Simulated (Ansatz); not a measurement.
# Lattice dynamics of CsPbCl3 (model cell, started as cubic perovskite with Pb in the octahedra), part 2 of 2

Aim: the vibrations of CsPbCl3 (model cell, started as cubic perovskite with Pb in the octahedra), their spectra, and whether the structure is stable.

Ansatz 0.2.0; DFT PBEsol, scalar-relativistic, plane waves, PAW; PAW set soft_1.

So far. Step 4 (A first phonon run): The highest optical mode at Γ without the field comes at 135.7 cm⁻¹, but the log warns of the mesh: “the force constants stand on the 6×6×6 k-mesh, whose period is 11.28 times the interband length at k = (-0.5000, -0.5000, -0.5000), direct gap 1.843 eV, under 14: take them and everything formed from them as unconverged”. The relaxed cell has a = 5.619 Å (conventional setting).

## Step 6: Modes at Γ

The zone centre comes first: it holds the modes that light can see, as far as symmetry allows. The response to a homogeneous field gives the Born charges and the dielectric tensor.

The input, input.yaml:

```yaml
crystal:
  lattice:
    - [5.6185982474, 0.0, 0.0]
    - [0.0, 5.6185982474, 0.0]
    - [0.0, 0.0, 5.6185982474]
  atoms:
    - { symbol: Cs, position: [0.0, 0.0, 0.0] }
    - { symbol: Pb, position: [0.5, 0.5, 0.5] }
    - { symbol: Cl, position: [0.5, 0.5, 0.0] }
    - { symbol: Cl, position: [0.5, 0.0, 0.5] }
    - { symbol: Cl, position: [0.0, 0.5, 0.5] }
kpoints:
  mp_grid: { grid: [8, 8, 8] }
hamiltonian:
  xc: pbesol
  pseudopotentials: { kind: paw, azcp: { folder: soft_1 }, xc_functional: pbe }
scf:
  occupations: { method: fixed }
output:
  eigenvalues: true
phonons:
  method: dfpt
  dielectric: true
  rigid_motions: translations
```

Command:

```console
> ansatz run input.yaml --threads 4 --pin off --max-ram 16384MiB --backend cpu --events-out ev --progress --plain --runs-dir out
```

Numbers of over 12 decimals in the logs are rounded to 6 here.

What it wrote:

```text
[...]
Crystal: 5 atoms, lattice volume = 177.372 Å³
Basis set: ecut = 420 eV, 3431 PW (Γ), exchange–correlation on 80×80×80 points (8 copies of the dense FFT grid, shifted against one another)
Bands: 27, of which v1, the nominal top of the filled ones, is band 22 counted from 1 (21 counted from 0)
Symmetry: 48 space group operations
k-points: 170 of 512 (irreducible under 2 space group operations, time reversal used)
[...]
SCF iter   1: F=—  HF=-20534.057150 eV  |F-HF|=—  |Δ(HF+E_count)|=         —  Δρ=2.39e-2  dr2=2.20e0  ethr=3.10e-3  ⟨swp⟩=5.0  Hψ=19358  notcnv=0  defer=293
[...]
SCF iter   9: F=-20532.982114 eV  HF=-20532.982114 eV  |F-HF|=2.07e-10  |Δ(HF+E_count)|=   2.35e-9  Δρ=2.32e-7  dr2=9.89e-11  ethr=1.00e-12  ⟨swp⟩=15.3  Hψ=40000  notcnv=0
SCF 1 converged in 9 iterations: F = -20532.982114 eV  dr2 = 9.89e-11
[...]
Bands: 23, of which v1, the nominal top of the filled ones, is band 22 counted from 1 (21 counted from 0)
k-points: 35 of 1000
[...]
Eigensolver: Dense (35 Hₖ)
SCF iter   1: F=—  HF=-20532.970229 eV  |F-HF|=—  |Δ(HF+E_count)|=         —  Δρ=8.07e-5  dr2=2.16e-6  ethr=1.00e-1
[...]
SCF iter   3: F=-20532.970232 eV  HF=-20532.970232 eV  |F-HF|=3.03e-9  |Δ(HF+E_count)|=   7.77e-7  Δρ=3.58e-6  dr2=1.01e-8  ethr=1.37e-9
SCF 1 converged in 3 iterations: F = -20532.970232 eV  dr2 = 1.01e-8
[...]
SCF converged after 9 iterations
Free energy (F): -20532.982114 eV
[...]
Internal energy: -20532.982114 eV  (E = F + TS)
E sigma→0 (E₀):  -20532.982114 eV
Fermi energy:    3.940555 eV
[...]
--- Band table (eV; the first three rows and the last of 170) ---
  k-point 0: bands = [... 18 lower, 1.3642, 1.4696, 1.4696, 1.4696, 7.1923, 8.2007, 8.2007, 9.0865, ... 1 higher]
  k-point 1: bands = [... 18 lower, 1.3494, 1.4534, 1.4534, 1.4674, 7.3426, 8.3047, 8.3129, 9.1338, ... 1 higher]
  k-point 2: bands = [... 18 lower, 1.3134, 1.4147, 1.4147, 1.5543, 7.6991, 8.5059, 8.6088, 8.7309, ... 1 higher]
  k-point 169: bands = [... 18 lower, 1.7944, 1.7944, 1.7944, 3.9406, 5.7841, 5.7841, 5.7841, 8.9588, ... 1 higher]
[...]
ASR residual: 1.804e-4 → 0.000e0 eV/Å²; symmetrization residual: 3.224e-5 eV/Å²
  ASR residual per site (eV/Å²): 6.73e-5 7.23e-5 1.80e-4 1.80e-4 1.80e-4
[...]
ε∞ (high-frequency dielectric tensor):
        4.039418     0.000000     0.000000
        0.000000     4.039418     0.000000
        0.000000     0.000000     4.039418
[...]
Born effective charges Z* (e; rows j = field, columns β = displacement):
    site 0:
         1.32225   -0.00000   -0.00000
         0.00000    1.32225   -0.00000
         0.00000    0.00000    1.32225
    site 1:
         3.94965    0.00000   -0.00000
        -0.00000    3.94965   -0.00000
        -0.00000    0.00000    3.94965
    site 2:
        -0.72582   -0.00000   -0.00000
         0.00000   -0.72582    0.00000
        -0.00000    0.00000   -3.82025
    site 3:
        -0.72582   -0.00000    0.00000
        -0.00000   -3.82025   -0.00000
        -0.00000    0.00000   -0.72582
    site 4:
        -3.82025    0.00000   -0.00000
         0.00000   -0.72582   -0.00000
        -0.00000    0.00000   -0.72582
  Z* charge neutrality: 6.280e-3 e pre-enforcement
  solved inside a basis spanned on kpoints, on 10×10×10 k-points, its susceptibility summed on 12×12×12: ε∞ is read to err by 1.5e-2, Z* by 3.0e-2 e (field_mesh: kpoints solves on kpoints); Z* is corrected for what the basis lacks
  optical modes at Γ without the LO–TO term, one row a degenerate level:
      ω (cm⁻¹)  modes    IR ((D/Å)²/amu)
        -21.57      3             2.4907
         20.39      3             0.0000
         51.82      3             1.0709
        136.05      3            33.1107
  optical modes at Γ + LO–TO along q̂ = [1.0000, 0.0000, 0.0000]:
      ω (cm⁻¹)  modes    IR ((D/Å)²/amu)
        -21.57      2             1.6605
         17.19      1             0.0738
         20.39      3             0.0000
         51.82      2             0.7139
         55.86      1             0.0564
        136.05      2            22.0738
        231.74      1            12.0940
  optical modes at Γ + LO–TO along q̂ = [0.0000, 1.0000, 0.0000]:
      ω (cm⁻¹)  modes    IR ((D/Å)²/amu)
        -21.57      2             1.6605
         17.19      1             0.0738
         20.39      3             0.0000
         51.82      2             0.7139
         55.86      1             0.0564
        136.05      2            22.0738
        231.74      1            12.0940
  optical modes at Γ + LO–TO along q̂ = [0.0000, 0.0000, 1.0000]:
      ω (cm⁻¹)  modes    IR ((D/Å)²/amu)
        -21.57      2             1.6605
         17.19      1             0.0738
         20.39      3             0.0000
         51.82      2             0.7139
         55.86      1             0.0564
        136.05      2            22.0738
        231.74      1            12.0940
```

Elapsed: 2.8 min, on 4 threads of Intel Xeon Platinum 8375C at 2.90GHz (Ice Lake), shared host; peak memory 3.4 GiB; 9.7 min of CPU time.

In the SCF lines HF is the Harris–Foulkes energy and dr2 the Hartree energy of the density residual, in eV; the loop may stop once dr2 is under the threshold and the program's other checks hold. Hψ counts applications of the Hamiltonian.

Numbers from this step:

```
sum-rule residual before enforcement                    : 1.80e-4 eV/Å²
miss of the charge sum rule                             : 0.006280 e
estimated error of the dielectric tensor                : 0.01516
estimated error of the Born charges                     : 0.02978 e
highest optical mode at the zone centre (no LO-TO term) : 136.1 cm⁻¹
lowest optical zone-centre mode                         : -21.57 cm⁻¹
mean high-frequency dielectric constant                 : 4.039
largest Born charge (third of the trace)                : 3.950 e
```

Without the LO-TO term. Patterns of degenerate modes are one choice out of their space. Modes at Γ, with each element's share of the kinetic energy (negative means imaginary):

```csv
mode,frequency (cm⁻¹),symmetry,Cs %,Pb %,Cl %
1,-21.6,T1u,59,5,36
2,-21.6,T1u,59,5,36
3,-21.6,T1u,59,5,36
4,0.0,acoustic,30,46,24
5,0.0,acoustic,30,46,24
6,0.0,acoustic,30,46,24
7,20.4,T2u,0,0,100
8,20.4,T2u,0,0,100
9,20.4,T2u,0,0,100
10,51.8,T1u,12,36,52
11,51.8,T1u,12,36,52
12,51.8,T1u,12,36,52
13,136.1,T1u,0,12,88
14,136.1,T1u,0,12,88
15,136.1,T1u,0,12,88
```

Displacements in mode 2 (-21.6 cm⁻¹), the largest set to 1:
```
Cs1  0.06 -0.47  0.94
Pb2 -0.01  0.11 -0.22
Cl3 -0.06  0.50 -0.23
Cl4 -0.06  0.11 -1.00
Cl5 -0.01  0.50 -1.00
```

Displacements in mode 12 (51.8 cm⁻¹), the largest set to 1:
```
Cs1 -0.01  0.09 -0.36
Pb2  0.01 -0.12  0.50
Cl3 -0.02  0.24  0.39
Cl4 -0.02 -0.09 -1.00
Cl5  0.01  0.24 -1.00
```

Optical modes at the zone centre, without and with the macroscopic field of the longitudinal modes; each column is sorted by frequency, so a row need not hold one and the same mode. Modes with and without the field, by row:

```csv
rank among optical modes,no field (cm⁻¹),"q along (1, 0, 0) (cm⁻¹)"
1,-21.6,-21.6
2,-21.6,-21.6
3,-21.6,17.2
4,20.4,20.4
5,20.4,20.4
6,20.4,20.4
7,51.8,51.8
8,51.8,51.8
9,51.8,55.9
10,136.1,136.1
11,136.1,136.1
12,136.1,231.7
```

Born charge (rows field, columns displacement) (e), principal values of the symmetric part by kind of site:

```csv
atom,atoms with these values,low,middle,high,mean
Cs1,1,1.32,1.32,1.32,1.32
Pb2,1,3.95,3.95,3.95,3.95
Cl3,3,-3.82,-0.73,-0.73,-1.76
```

In full for Pb2:

```
3.95 0.00 0.00
0.00 3.95 0.00
0.00 0.00 3.95
```

High-frequency dielectric tensor:

```
4.04 0.00 0.00
0.00 4.04 0.00
0.00 0.00 4.04
```

Transverse modes; imaginary modes are left out. Infrared lines, with heights relative to the strongest:

```csv
position (cm⁻¹),label,relative intensity
20,T2u,0.0
52,T1u,3.2
136,T1u,100
```

Before it was imposed, the acoustic sum rule was missed by 1.8e-4 eV/Å² and the charge sum rule by 0.0063 e. Small misses are needed for a sound result but don't prove that mesh and cutoff are converged. Against the first mesh the highest mode moved by +0.4 cm⁻¹. The lowest optical mode is imaginary, 21.6i cm⁻¹, so the energy falls along it.

The log warns of the k mesh: “the force constants stand on the 8×8×8 k-mesh, whose period is 13.43 times the interband length at k = (-0.5000, -0.5000, -0.5000), direct gap 1.844 eV, under 14: take them and everything formed from them as unconverged”.

## Step 7: The dispersion

Stability and thermal properties need the whole zone. Linear response on a 2×2×2 q mesh gives force constants as far as a supercell of that size would, and the tensors from the zone-centre run are typed in so that the long-range dipole term is interpolated apart.

input.yaml, the sections that differ from step 6:

```yaml
phonons:
  method: dfpt
  qmesh: [2, 2, 2]
  temperatures: { t_max: 1000, t_step: 50 }
  qpath:
    path:
      - [[0.0, 0.0, 0.0], [0.0, 0.5, 0.0], [0.5, 0.5, 0.0], [0.0, 0.0, 0.0], [0.5, 0.5, 0.5], [0.0, 0.5, 0.0]]
      - [[0.5, 0.5, 0.5], [0.5, 0.5, 0.0]]
    npoints: 10
  non_analytic_term:
    high_frequency_dielectric_tensor: [[4.0394, 0.0, 0.0], [0.0, 4.0394, 0.0], [0.0, 0.0, 4.0394]]
    born_effective_charges:
      - { species: Cs, tensor: [[1.3222, 0.0, 0.0], [0.0, 1.3222, 0.0], [0.0, 0.0, 1.3222]] }
      - { species: Pb, tensor: [[3.9497, 0.0, 0.0], [0.0, 3.9497, 0.0], [0.0, 0.0, 3.9497]] }
      - { species: Cl, tensor: [[-0.7258, 0.0, 0.0], [0.0, -0.7258, 0.0], [0.0, 0.0, -3.8203]] }
      - { species: Cl, tensor: [[-0.7258, 0.0, 0.0], [0.0, -3.8203, 0.0], [0.0, 0.0, -0.7258]] }
      - { species: Cl, tensor: [[-3.8203, 0.0, 0.0], [0.0, -0.7258, 0.0], [0.0, 0.0, -0.7258]] }
    source: "zone-centre run at this cell"
# crystal, kpoints, hamiltonian, scf, output: as in step 6
```

What it wrote:

```text
[...]
Crystal: 5 atoms, lattice volume = 177.372 Å³
Basis set: ecut = 420 eV, 3431 PW (Γ), exchange–correlation on 80×80×80 points (8 copies of the dense FFT grid, shifted against one another)
Bands: 27, of which v1, the nominal top of the filled ones, is band 22 counted from 1 (21 counted from 0)
Symmetry: 48 space group operations
k-points: 35 of 512
[...]
SCF iter   1: F=—  HF=-20534.057201 eV  |F-HF|=—  |Δ(HF+E_count)|=         —  Δρ=2.39e-2  dr2=2.20e0  ethr=3.10e-3  ⟨swp⟩=5.0  Hψ=3962  notcnv=0  defer=61
[...]
SCF iter  10: F=-20532.982114 eV  HF=-20532.982114 eV  |F-HF|=2.55e-11  |Δ(HF+E_count)|=  2.11e-10  Δρ=4.12e-8  dr2=5.17e-12  ethr=1.00e-12  ⟨swp⟩=16.4  Hψ=7241  notcnv=0
SCF 1 converged in 10 iterations: F = -20532.982114 eV  dr2 = 5.17e-12
[...]
NSCF: frozen V_eff on 35 k-points
[...]
DFPT response loops at q = (0, 0, 0) (fractional): preconditioner auto → Resta (q_TF=auto, 2.163 Å⁻¹)  ε∞=5.7 (no band partly filled); β = 1.00, the filter's whole step (`scf.mixing.beta` (0.50) is not read by the response loops at its default; to damp them type it under 1.00, their step now; it binds the ground state too); Broyden in place of MSR1
[...]
SCF converged after 10 iterations
Free energy (F): -20532.982114 eV
[...]
Internal energy: -20532.982114 eV  (E = F + TS)
E sigma→0 (E₀):  -20532.982114 eV
Fermi energy:    3.940559 eV
[...]
--- Band table (eV; the first three rows and the last of 35) ---
  k-point 0: bands = [... 18 lower, 1.3642, 1.4696, 1.4696, 1.4696, 7.1923, 8.2007, 8.2007, 9.0865, ... 1 higher]
  k-point 1: bands = [... 18 lower, 1.3494, 1.4534, 1.4534, 1.4674, 7.3426, 8.3047, 8.3130, 9.1338, ... 1 higher]
  k-point 2: bands = [... 18 lower, 1.3134, 1.4147, 1.4147, 1.5543, 7.6991, 8.5059, 8.6088, 8.7309, ... 1 higher]
  k-point 34: bands = [... 18 lower, 1.7944, 1.7944, 1.7944, 3.9406, 5.7841, 5.7841, 5.7841, 8.9588, ... 1 higher]
--- Phonons (Γ-DFPT): 4 representative perturbations + reference (Σ response iterations 14) ---
  ASR residual: 1.149e-4 → 0.000e0 eV/Å²; symmetrization residual: 3.492e-5 eV/Å²
  ASR residual per site (eV/Å²): 1.44e-5 2.13e-5 1.15e-4 1.15e-4 1.15e-4
[...]
--- Phonons (arbitrary-q DFPT): 4 irreducible q on the 2×2×2 mesh ---
  q = [0.0000, 0.0000, 0.0000] (star 1, of the zone-centre solve; hermiticity 2.84e-5, symmetrization 1.04e-11): -21.57 -21.57 -21.57 -0.00 0.00 0.00 20.39 20.39 20.39 51.82 51.82 51.82 136.05 136.05 136.05
  q = [0.0000, 0.0000, -0.5000] (star 3, 9 solved perturbations in 975 linear systems a pass and spin channel, the states on 125 of 512 k-point pairs; hermiticity 7.17e-6, symmetrization 4.23e-13): -13.35 -13.35 10.54 10.54 35.26 38.59 42.97 42.97 43.87 43.87 52.08 110.89 136.26 136.26 248.00
[...]
sum rule: each row above includes the acoustic sum rule's correction from the zone centre's row sums; it moved no ω² by more than (0.94 cm⁻¹)²
  mesh force constants: q→R imaginary residual 6.58e-18; ASR residual 1.149e-4 → 0.000e0 eV/Å²; symmetrization residual 7.994e-15 eV/Å²
  interpolated dispersion: 63 rows × 15 modes
  density of states and harmonic sums: on the 12×12×12 q-mesh, interpolated from the force constants of a 2×2×2 supercell (with the dipole–dipole term of supplied tensors)
  largest difference from the sums on the solved wave vectors: F 4.76e-2 eV, S 5.11e-5 and C_V 1.74e-5 eV/K
  zero-point energy: 0.064371 eV/cell   skipped modes (ω ≤ 0): 291, of them read as no rigid motion or as one in doubt: 288 (3.414e0 modes/cell left out, lowest -47.94 cm⁻¹)   left out of the sums: 2.28e-1 of the cell's modes: C_V's classical limit lies that fraction below 3 k_B per atom; for a crystal, a wire or a layer, F and S can be off by more, and a phonons.interpolated_qmesh denser along its periods is the remedy for the sampling
```

Elapsed: 5.5 min, on 4 threads; peak memory 1.8 GiB.

Numbers from this step:

- sum-rule residual before enforcement: 1.15e-4 eV/Å²
- lowest frequency on the path: -47.94 cm⁻¹
- highest frequency on the path or at a solved wavevector: 262.8 cm⁻¹
- lowest mode on the q mesh (acoustic modes at Γ apart): -47.94 cm⁻¹

Frequencies (cm⁻¹) solved at each irreducible wavevector; negative means imaginary. Frequencies by wavevector, by row:

```csv
q in reciprocal lattice units,star,mode 1,mode 2,mode 3,mode 4,mode 13,mode 14,mode 15
0 0 0,1,-21.6,-21.6,-21.6,0,136.1,136.1,136.1
0 0 -0.5,3,-13.3,-13.3,10.5,10.5,136.3,136.3,248
0 -0.5 -0.5,3,-47.5,-20.6,-20.6,7.8,136.3,220.7,256.8
-0.5 -0.5 -0.5,1,-47.9,-47.9,-47.9,-11.8,220.4,220.4,262.8
```

Interpolated from a 2×2×2 q mesh, with the LO-TO term (at Γ the limit along the path; where Γ stands inside the path, tables give the limit on arrival). The phonon branches at the labelled points (cm⁻¹):

```csv
point,branch 1,branch 2,branch 3,branch 4,branch 12,branch 13,branch 14,branch 15
Γ,-22,-22,0,0,56,136,136,232
halfway,-18,-18,10,10,88,136,136,239
X,-13,-13,10,10,111,136,136,248
halfway,-35,-14,-8,7,107,136,188,249
M,-48,-21,-21,8,103,136,221,257
halfway,-28,-14,-13,17,88,136,176,236
Γ,-22,-22,0,0,56,136,136,232
halfway,-29,-25,-25,9,88,178,178,235
R,-48,-48,-48,-12,98,220,220,263
halfway,-37,-33,-25,-10,105,180,193,250
X,-13,-13,10,10,111,136,136,248
jump to R,-48,-48,-48,-12,98,220,220,263
halfway,-48,-35,-35,-5,101,186,221,257
M,-48,-21,-21,8,103,136,221,257
```

Tetrahedra on a 12×12×12 mesh, mean over bins of 5 cm-1. Interpolated from a 2×2×2 q mesh. The phonon density of states by wavenumber; read off at these points:

wavenumber (cm⁻¹), phonon density of states (1/cm⁻¹/cell) and a bar:
```
      -48      0.024 #####
      -32      0.050 ###########
      -18      0.136 ##############################
       -2      0.046 ##########
       12      0.073 ################
       22      0.131 #############################
       28      0.081 ##################
       42      0.079 #################
       52      0.117 ##########################
       58      0.102 ######################
       72      0.081 ##################
       88      0.045 ##########
      102      0.085 ###################
      112      0.001 
      128      0.000 
      142      0.053 ############
      158      0.023 #####
      172      0.018 ####
      188      0.018 ####
      202      0.017 ####
      218      0.020 ####
      232      0.024 #####
      248      0.064 ##############
      262      0.001
```

The partial phonon density of states has structure finer than the step of the table below, so its rows give means over 10 cm⁻¹, whole bins alone (the curve runs from -57.3 to 279 cm⁻¹). Peaks (cm⁻¹: height): Cl -36.1: 0.0579, -25.6: 0.0617, 27.4: 0.0620, 44.3: 0.0639, 54.9: 0.0860, 69.7: 0.0617, 145.9: 0.0628; Cs -8.6: 0.0828, 16.8: 0.0577; Pb 54.9: 0.0388, 69.7: 0.0485, 82.4: 0.0440, 101.4: 0.0681.

Phonopy on the run's constants, 11x11x11 mesh, Gaussian sigma 2.4 cm-1. Interpolated from a 2×2×2 q mesh. Table of partial phonon density of states by wavenumber; means over each step; values in 1/cm⁻¹/cell:

```csv
wavenumber (cm⁻¹),Cl,Cs,Pb
-50,0.0151,2.2e-5,3.6e-6
-40,0.0494,6.6e-4,6.4e-5
-30,0.0459,0.00696,1.5e-4
-20,0.0499,0.0553,6.8e-4
-10,0.0211,0.0753,3.9e-4
0,0.00490,0.0252,5.8e-4
10,0.0249,0.0339,0.00604
20,0.0528,0.0468,0.0122
30,0.0511,0.0229,0.0131
40,0.0518,0.0106,0.0231
50,0.0617,0.00723,0.0317
60,0.0609,0.00482,0.0275
70,0.0565,0.00405,0.0358
80,0.0383,0.00224,0.0282
90,0.0130,0.00131,0.0336
100,0.0124,0.00190,0.0571
110,0.00431,3.9e-4,0.0158
120,2.4e-5,6.5e-7,7.7e-5
130,0.00773,0,0.00114
140,0.0399,7.2e-6,0.00482
150,0.0239,1.4e-5,0.00241
160,0.0159,4.5e-6,6.4e-4
170,0.0280,1.9e-5,0.00115
180,0.00676,1.5e-6,1.0e-4
190,0.0257,5.5e-6,2.8e-4
200,0.00984,8.5e-7,8.2e-5
210,0.0211,0,3.7e-5
220,0.0104,8.0e-7,1.4e-5
230,0.0119,9.3e-5,0.00114
240,0.0317,1.1e-4,0.00129
250,0.0438,5.2e-5,5.3e-4
260,0.00921,5.0e-7,4.6e-5
270,7.2e-5,0,0
```

Symmetry leaves 4 wavevectors to solve. The lowest mode among them, the acoustic zeros apart, lies at q = (-0.5, -0.5, -0.5) and is imaginary, 47.9i cm⁻¹, so the energy falls along it.

## Step 8: Results

```json
{"space group after relaxation (within 0.01 Å)": "Pm-3m", "volume per atom": "35.5 Å³", "gap on the k-mesh": "1.84 eV", "highest optical mode at the zone centre (no LO-TO term)": "136 cm⁻¹", "top of the zone-centre spectrum with the field": "232 cm⁻¹", "lowest optical zone-centre mode": "-21.6 cm⁻¹", "mean high-frequency dielectric constant": "4.04", "largest Born charge (third of the trace)": "3.95 e", "lowest mode on the q mesh (acoustic modes at Γ apart)": "-47.9 cm⁻¹", "highest frequency on the path or at a solved wavevector": "263 cm⁻¹", "imaginary modes on the 2×2×2 q mesh": "yes"}
```

In words: Modes are clearly imaginary (beyond 10i cm⁻¹) at 4 of the 4 irreducible wavevectors, most at q = (-0.5, -0.5, -0.5) (47.9i cm⁻¹), so this structure is not a minimum of the energy. Without the field, the optical modes at Γ span -22 to 136 cm⁻¹ (negative means imaginary). The highest mode in this list at Γ, 136.1 cm⁻¹, is mostly motion of Cl (88 % of the kinetic energy). With the macroscopic field of the longitudinal modes the top of the zone-centre spectrum lies at 232 cm⁻¹, against 136 cm⁻¹ without it. Among the real modes, the strongest infrared line is at 136 cm⁻¹. With the field response the log warns that the k mesh is coarse for the force constants too, so the frequencies may not be converged. Spin-orbit coupling is left out, which can matter for the heavy elements here. The PAW files were made for PBE and serve the other functionals too. The starting cell was built on a prototype and not taken from a measurement, so the phase need not exist. These are harmonic frequencies at zero temperature: anharmonic shifts, linewidths and thermal expansion are left out.

[Logs are printed without paths, hosts, clocks, repeated set-up lines and the standing remarks that a program may print on its own settings, such as how far it seeks lower states.]

[Hosts, paths, dates, database ids (printed as entryN), source tags and the programs' standing remarks are cut or masked in the printed files.]
